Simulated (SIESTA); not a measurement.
**KBr under changes of volume**

One of the cells (35.937 Å³/atom); the others are scaled copies at fixed shape and fractional positions:

```xyz
2
Lattice="0.0000 3.3000 3.3000 3.3000 0.0000 3.3000 3.3000 3.3000 0.0000" Properties=species:S:1:pos:R:3 pbc="T T T"
Br    3.3000    3.3000    3.3000
K     0.0000    0.0000    0.0000
```

```yaml
Program: SIESTA 5.4.2
Functional: PBEsol
Potentials_or_basis: PseudoDojo 0.4 standard (PBEsol files)
Basis: DZP (energy shift 0.003 Ry; two zetas on semicore shells; d shell added on K)
Grid_cutoff: 800 Ry
Energy_shift: 0.003 Ry
k_mesh: 7 × 7 × 7
Occupations: fermi-dirac, width 0.05 eV
Spin: no spin polarisation
```

```csv
volume (Å³/atom),energy over the lowest point (meV/atom),pressure (GPa),gap on the mesh (eV)
33.781,?,?,?
34.500,0.74,0.3,4.47
35.218,0.00,0.0,4.42
35.937,0.70,-0.3,4.36
36.656,2.64,-0.6,4.31
37.374,5.73,-0.8,4.27
38.093,9.82,-1.0,4.22
```

**Question.** What does the run at 33.781 Å³/atom give?

**Answer.** Energy over the lowest point 3.03 meV/atom; pressure 0.7 GPa; gap on the mesh 4.53 eV.

Worked out: A Birch-Murnaghan fit of order 3 (a polynomial in V^(-2/3)) to the other rows has its minimum at 35.22 Å³/atom with B0 = V·E''(V) = 15.5 GPa and B' = 4.6. It gives 3.07 meV/atom at 33.781 Å³/atom, against the run's 3.03, and -dE/dV = 0.7 GPa, against 0.7. A straight line through the other rows of the gap, of slope -2.52 eV per unit of ln V (its deformation potential), extrapolates to 4.52 eV, against the run's 4.53.

Energies are extrapolated to zero smearing.

Caveats: the basis of atomic orbitals isn't converged, which shifts pressures, moduli and gaps; an odd mesh through Γ misses points on the zone boundary, where band edges often lie (some runs).

Spin-orbit coupling on Br is left out.
